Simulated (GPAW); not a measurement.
**Pd: energy against volume and a worked fit**

```xyz
1
Lattice="0.0000 1.9465 1.9465 1.9465 0.0000 1.9465 1.9465 1.9465 0.0000" Properties=species:S:1:pos:R:3 pbc="T T T"
Pd    0.0000    0.0000    0.0000
```

The cell was scaled at fixed shape and fractions and run with GPAW, PAW data sets generated for this functional, cutoff 600 eV; BLYP+D3(zero damping), k mesh 9 × 9 × 9 on the cell of 1 atom, fermi-dirac occupations of 0.05 eV, no spin polarisation, no spin-orbit coupling. Energies are those that the program minimises, any entropy of the smearing included. For a metal such a mesh isn't converged to the digits shown.

| V (Å³/atom) | energy over the lowest row (meV/atom) |
| --- | --- |
| 13.8650 | 42.28 |
| 14.1600 | 19.59 |
| 14.4550 | 5.88 |
| 14.7500 | 0.00 |
| 15.0450 | 1.01 |
| 15.3400 | ? |
| 15.6350 | 20.11 |

Task: Fit the third-order Birch-Murnaghan form, give V0, B0 and B′, and predict the energy left open.

Result: With y = (V0/V)^(2/3), E = E0 + (9 V0 B0/16) [(y - 1)³ B′ + (y - 1)² (6 - 4y)]. Least squares through the rows shown give V0 = 14.8508 Å³/atom, E0 = -0.37 meV, B0 = 178.4 GPa (1 eV/Å³ = 160.218 GPa) and B′ = 5.89, with a largest miss of 0.02 meV. At V = 15.3400 the form with these constants gives 7.96 meV; the run gave 7.97 meV an atom. Measured volume: 14.72 Å³/atom at 293.15 K (arxiv:2204.14071), so the fit lies +0.9 % from it. The runs are for a static lattice.
